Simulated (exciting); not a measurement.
Write the native input for exciting (release sodium) that does the following.

```
Task                                     : single point
Functional                               : PBEsol
Potentials or basis                      : all-electron LAPW+lo, shipped species files, valence relativity iora*
rgkmax                                   : 9
k mesh                                   : 7 × 7 × 7
Occupations                              : gaussian, width 0.05 eV
Spin                                     : no spin polarisation
outputlevel                              : low
gmaxvr (cutoff of density and potential) : 14 1/bohr
lmaxapw (and lmaxmat)                    : 10
lmaxvr                                   : 8
nempty                                   : 10
Valence relativity                       : iora*
epsengy                                  : 1e-05 Ha
epspot                                   : 1e-05 Ha
maxscl                                   : 60
Muffin-tin radii                         : Pb 2.3, Se 2.0 bohr
```

PbSe:

```
Pb Se
1.0
     3.78432    0.00000    0.00000
     0.00000    3.78432    0.00000
     0.00000    0.00000    3.78432
Pb Se
1 1
Direct
  0.00000 0.00000 0.00000
  0.50000 0.50000 0.50000
```

Measurements of this composition are mostly on another form, of space group No. 225.

The input as run:

input.xml

```xml
<input>
  <title>PbSe</title>
  <structure speciespath="./" tshift="false">
    <crystal scale="1">
      <basevect>7.151332147396 0.000000000000 0.000000000000</basevect>
      <basevect>0.000000000000 7.151332147396 0.000000000000</basevect>
      <basevect>0.000000000000 0.000000000000 7.151332147396</basevect>
    </crystal>
    <species speciesfile="Pb.xml" rmt="2.3">
      <atom coord="0.000000000000 0.000000000000 0.000000000000"/>
    </species>
    <species speciesfile="Se.xml" rmt="2">
      <atom coord="0.500000000000 0.500000000000 0.500000000000"/>
    </species>
  </structure>
  <groundstate do="fromscratch" ngridk="7 7 7" rgkmax="9" gmaxvr="14" lmaxapw="10" lmaxmat="10" lmaxvr="8" xctype="GGA_PBE_SOL" stype="Gaussian" swidth="0.00183747" nempty="10" ValenceRelativity="iora*" epsengy="1e-05" epspot="1e-05" maxscl="60" tforce="true" outputlevel="low"/>
</input>
```

Potentials or basis: all-electron LAPW+lo, shipped species files, valence relativity iora*.

Command:

```bash
$ OMP_NUM_THREADS=1 exciting_smp
```

It gave:

The band gap on the k mesh is none (metal or under the smearing width).

Caveat: the log's total energy holds no entropy term; the free energy is that total less TS from the occupations.

It took 4.9 min on 1 thread of Arm Neoverse V2, with other jobs on the host, peak memory 0.15 GiB.
